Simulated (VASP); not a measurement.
# Ba (P6/mmm) in VASP: notebook, part 2 of 2

VASP 6.6.1. The steps go on from the part before.

### 5 Single point, LDA

INCAR

```
SYSTEM = Ba
ADDGRID = .False.
ALGO = Normal
EDIFF = 1E-6
ENCUT = 300
GGA = CA
ISIF = 2
ISMEAR = -1
LASPH = .True.
LCHARG = .False.
LREAL = .False.
LWAVE = .False.
NBANDS = 11
NELM = 100
PREC = Accurate
SIGMA = 0.2
```

KPOINTS

```
k-points
0
Gamma
  2 2 2
  0 0 0
```

POSCAR

```
Ba
1.0
    4.3404360000      0.0427450000      0.0778240000
   -2.1332000000      3.6827230000     -0.0419260000
    0.0706370000     -0.0031590000      3.9204320000
Ba
1
Direct
    0.0107920000      0.0146870000     -0.0229320000
```

Potentials or basis: VASP PAW LDA potentials, release 64 (Ba_sv).

Launch:

```console
> cat potpaw_LDA.64/Ba_sv/POTCAR > POTCAR
> mpirun -np 1 vasp_std > vasp.out
```

OUTCAR:

```text
SYSTEM = Ba
   EDIFF = 1E-6
   ENCUT = 300
   GGA = CA
   ISIF = 2
   ISMEAR = -1
   LASPH = .True.
   LREAL = .False.
   NELM = 100
   PREC = Accurate

 Found      8 irreducible k-points:

 Following reciprocal coordinates:
            Coordinates               Weight
  0.000000  0.000000  0.000000      1.000000
  0.500000 -0.000000  0.000000      1.000000
 -0.000000  0.500000  0.000000      1.000000
  0.500000  0.500000 -0.000000      1.000000
  0.000000 -0.000000  0.500000      1.000000
  0.500000 -0.000000  0.500000      1.000000
   k-points           NKPTS =      8   k-points in BZ     NKDIM =      8   number of bands    NBANDS=     11
   number of dos      NEDOS =    301   number of ions     NIONS =      1
   total plane-waves  NPLWV =  16128
   dimension x,y,z NGX =    28 NGY =   24 NGZ =   24
   dimension x,y,z NGXF=    56 NGYF=   48 NGZF=   48
   ions per type =               1
   NGX,Y,Z   is equivalent  to a cutoff of  10.72,  9.37, 10.18 a.u.
   NGXF,Y,Z  is equivalent  to a cutoff of  21.44, 18.75, 20.35 a.u.
 SYSTEM =  Ba
   PREC   = accura    normal or accurate (medium, high low for compatibility)
   ISTART =      0    job   : 0-new  1-cont  2-samecut
   ICHARG =      2    charge: 1-file 2-atom 10-const
   ISPIN  =      1    spin polarized calculation?
   LNONCOLLINEAR =      F non collinear calculations
   LSORBIT =      F    spin-orbit coupling
   LASPH  =      T    aspherical Exc in radial PAW
   ENCUT  =  300.0 eV  22.05 Ry    4.70 a.u.   6.13  6.01  5.54*2*pi/ulx,y,z
   NELM   =    100;   NELMIN=  2; NELMDL= -5     # of ELM steps
   EDIFF  = 0.1E-05   stopping-criterion for ELM
   LREAL  =      F    real-space projection
   EDIFFG = 0.1E-04   stopping-criterion for IOM
   NSW    =      0    number of steps for IOM
   IBRION =     -1    ionic relax: 0-MD 1-quasi-New 2-CG
   NFREE  =      0    steps in history (QN), initial steepest desc. (CG)
   ISIF   =      2    stress and relaxation
   ISYM   =      2    0-nonsym 1-usesym 2-fastsym
   POTIM  = 0.5000    time-step for ionic-motion
   TEBEG  =    0.0;   TEEND  =   0.0 temperature during run
   PSTRESS=    0.0 pullay stress
   NELECT =      10.0000    total number of electrons
   NUPDOWN=      -1.0000    fix difference up-down
   EMIN   =  10.00;   EMAX   =-10.00  energy-range for DOS
   EFERMI =   0.00;   METHOD = LEGACY
   ISMEAR =    -1;   SIGMA  =   0.20  broadening in eV -4-tet -1-fermi 0-gaus
   EFERMI_NEDOS =   21; number of points for ismear=-14 and -15
   IALGO  =     38    algorithm
   IMIX   =      4    mixing-type and parameters
     AMIX     =   0.40;   BMIX     =  1.00
     AMIX_MAG =   1.60;   BMIX_MAG =  1.00
  volume/ion in A,a.u.               =      63.00       425.17
  Fermi-wavevector in a.u.,A,eV,Ry     =   0.886379  1.675014 10.689661  0.785668
  Thomas-Fermi vector in A             =   2.007537
   LORBIT       =      0    0 simple, 1 ext, 2 COOP (PROOUT), +10 PAW based schemes
   GGA     = CA    functional components
   LHFCALC =     F    Hartree Fock is set to
   AEXX    =    0.0000 exact exchange contribution
   IVDW    =     0    specifies the selected vdW correction
   LEPSILON=     F    determine dielectric tensor
   LRPA    =     F    only Hartree local field effects (RPA)
 non-spin polarized calculation
  energy-cutoff  :      300.00
  volume of cell :       63.00
 maximum number of plane-waves:       758
 NGX is ok and might be reduce to    28
   NGX = 13   NGY = 13   NGZ = 11

 number of electron      10.0000000 magnetization

 number of electron       9.9999999 magnetization

 Free energy of the ion-electron system (eV)
  ---------------------------------------------------
  ext. energy  EPLUGINS =         0.00000000
  ---------------------------------------------------
  free energy    TOTEN  =        -2.72960625 eV

  energy without entropy =       -2.57262010  energy(sigma->0) =       -2.65111317

 E-fermi :   1.1479     XC(G=0):  -7.5704

 val. band max:        0.6559178265   @ k =  -0.0000   0.5000   0.5000
 cond. band min:       1.5271792299   @ k =   0.0000   0.0000   0.0000
 fundamental gap:      0.8712614034
 Fermi energy:         1.1478656739

 k-point     1 :       0.0000    0.0000    0.0000
  band No.  band energies     occupation
      1     -27.4603      2.00000
      2     -12.4087      2.00000
      3     -12.3839      2.00000
      4     -12.3065      2.00000
      5      -1.2512      1.99999
      6       1.5272      0.26099
      7       3.0342      0.00016
      8       3.3036      0.00004
      9       6.2920      0.00000
     10       6.3676      0.00000
     11       7.5843      0.00000

 k-point     2 :       0.5000   -0.0000    0.0000
  band No.  band energies     occupation
      1     -27.4203      2.00000
      2     -12.8947      2.00000
      3     -12.4896      2.00000
      4     -12.2565      2.00000
      5       0.4879      1.92885
      6       1.7944      0.07590
      7       2.4425      0.00308
      8       4.4149      0.00000
      9       5.9757      0.00000
     10       6.2569      0.00000
     11       7.3474      0.00000

 k-point     3 :      -0.0000    0.5000    0.0000
  band No.  band energies     occupation
      1     -27.4149      2.00000
      2     -12.9091      2.00000
      3     -12.5285      2.00000
      4     -12.2502      2.00000
      5       0.5146      1.91909
      6       1.8192      0.06735
      7       2.5541      0.00177
      8       4.3934      0.00000
      9       5.8510      0.00000
     10       6.2944      0.00000
     11       7.5485      0.00000

 k-point     4 :       0.5000    0.5000   -0.0000
  band No.  band energies     occupation
      1     -27.4155      2.00000
      2     -12.9076      2.00000
      3     -12.5238      2.00000
      4     -12.2513      2.00000
      5       0.5123      1.91998
      6       1.8083      0.07098
      7       2.5422      0.00187
      8       4.4043      0.00000
      9       5.8821      0.00000
     10       6.2811      0.00000
     11       7.5122      0.00000

 k-point     5 :       0.0000   -0.0000    0.5000
  band No.  band energies     occupation
      1     -27.3942      2.00000
      2     -13.0822      2.00000
      3     -12.3328      2.00000
      4     -12.3089      2.00000
      5       0.6417      1.85256
      6       2.2304      0.00888
      7       3.6072      0.00001
      8       3.8574      0.00000
      9       4.0234      0.00000
     10       4.1154      0.00000
     11       8.5724      0.00000

 k-point     6 :       0.5000   -0.0000    0.5000
  band No.  band energies     occupation
      1     -27.3559      2.00000
      2     -12.9942      2.00000
      3     -12.7808      2.00000
      4     -12.4080      2.00000
      5       0.6429      1.85173
      6       1.7046      0.11643
      7       3.3854      0.00003
      8       4.7650      0.00000
      9       5.1271      0.00000
     10       6.5430      0.00000
     11       7.3126      0.00000

 [... further k-points ...]

------------------------ aborting loop because EDIFF is reached ----------------------------------------

  FORCE on cell =-STRESS in cart. coord.  units (eV):
  Direction    XX          YY          ZZ          XY          YZ          ZX
  --------------------------------------------------------------------------------------
  -------------------------------------------------------------------------------------
  Total       -2.1466571     -2.0672483     -1.3667124     -0.0546165     -0.0036003      0.0722528
  in kB      -54.5892724    -52.5699141    -34.7553566     -1.3888912     -0.0915546      1.8373820
  external PRESSURE =     -47.3048477 kB  Pullay stress =       0.0000000 kB

 VOLUME and BASIS-vectors are now :
 -----------------------------------------------------------------------------
  energy-cutoff  :      300.00
  volume of cell :       63.00
      direct lattice vectors                 reciprocal lattice vectors
     4.340436000  0.042745000  0.077824000     0.229156949  0.132692299 -0.004021951
    -2.133200000  3.682723000 -0.041926000    -0.002663728  0.269998278  0.000265553
     0.070637000 -0.003159000  3.920432000    -0.004577452  0.000253366  0.255156610

 POSITION                                       TOTAL-FORCE (eV/Angst)
 -----------------------------------------------------------------------------------
      0.08453      0.05146      3.83075        -0.000000     -0.000000      0.000000
 -----------------------------------------------------------------------------------
    total drift:                                0.000004      0.000004      0.000007

  FREE ENERGIE OF THE ION-ELECTRON SYSTEM (eV)
  ---------------------------------------------------
  free  energy   TOTEN  =        -2.7296062511 eV

  energy  without entropy=       -2.5726200956  energy(sigma->0) =       -2.65111317
```

OSZICAR:

```text
N       E                     dE             d eps       ncg     rms          rms(c)
DAV:   1     0.323521936734E+02    0.32352E+02   -0.33658E+03   176   0.491E+02
DAV:   2    -0.124466961250E+01   -0.33597E+02   -0.32979E+02   209   0.114E+02
DAV:   3    -0.266780535777E+01   -0.14231E+01   -0.14143E+01   234   0.226E+01
DAV:   4    -0.274243177665E+01   -0.74626E-01   -0.74520E-01   243   0.457E+00
DAV:   5    -0.274370482291E+01   -0.12730E-02   -0.12730E-02   236   0.502E-01    0.232E+00
DAV:   6    -0.273471613592E+01    0.89887E-02   -0.61138E-03   215   0.683E-01    0.136E+00
DAV:   7    -0.272952130512E+01    0.51948E-02   -0.11481E-02   233   0.897E-01    0.648E-02
DAV:   8    -0.272960248020E+01   -0.81175E-04   -0.32380E-04   214   0.899E-02    0.159E-02
DAV:   9    -0.272960653374E+01   -0.40535E-05   -0.14157E-05   268   0.177E-02    0.542E-03
DAV:  10    -0.272960625109E+01    0.28265E-06   -0.12493E-06   158   0.689E-03
   1 F= -.27296063E+01 E0= -.26511132E+01  d E =-.156986E+00
```

It took 1.4 s on 1 thread of Intel Xeon 6975P-C (Granite Rapids), shared host; peak memory 0.12 GiB.

These settings aren't checked as converged: the numbers below hold their error.

Results:

```yaml
Free_energy: -2.7296 eV
Pressure: -4.7 GPa
```

Caveat: the k mesh is coarse (spacing up to 0.85 Å⁻¹), so the values aren't converged; the mesh shows a gap though the element is a metal.

### 6 Single point, LDA

INCAR: that of step 5 with these lines changed.

```diff
@@ -4,3 +4,3 @@
 EDIFF = 1E-6
-ENCUT = 300
+ENCUT = 350
 GGA = CA
```

KPOINTS is that of step 5.

POSCAR

```
Ba
1.0
    4.3116136979      0.0000000000      0.0000000000
   -2.1558068490      3.7339669937      0.0000000000
    0.0000000000      0.0000000000      3.9134133000
Ba
1
Direct
    0.0000000000      0.0000000000      0.0000000000
```

Potentials or basis: VASP PAW LDA potentials, release 64 (Ba_sv).

Launch:

```console
> cat potpaw_LDA.64/Ba_sv/POTCAR > POTCAR
> mpirun -np 1 vasp_std > vasp.out
```

Run time: 1.2 s. Hardware: 1 thread of Intel Xeon 6975P-C (Granite Rapids), shared host; peak memory 0.12 GiB.

These settings aren't checked as converged: the numbers below hold their error.

What came out:

| Property | Result |
| --- | --- |
| Free energy | -2.7280 eV |
| Pressure | -4.7 GPa |

Caveat: the k mesh is coarse (spacing up to 0.84 Å⁻¹), so the values aren't converged; the mesh shows a gap though the element is a metal.

### 7 The reference run

An earlier run on the cell as given: functional PBE; potentials or basis VASP PAW PBE potentials, release 64 (Ba_sv); cutoff 520 eV; k mesh 7 × 7 × 7; occupations fermi-dirac, width 0.05 eV; no spin polarisation.

- Pressure: -0.1 GPa
- Band gap on the k mesh: none (metal or under the smearing width)
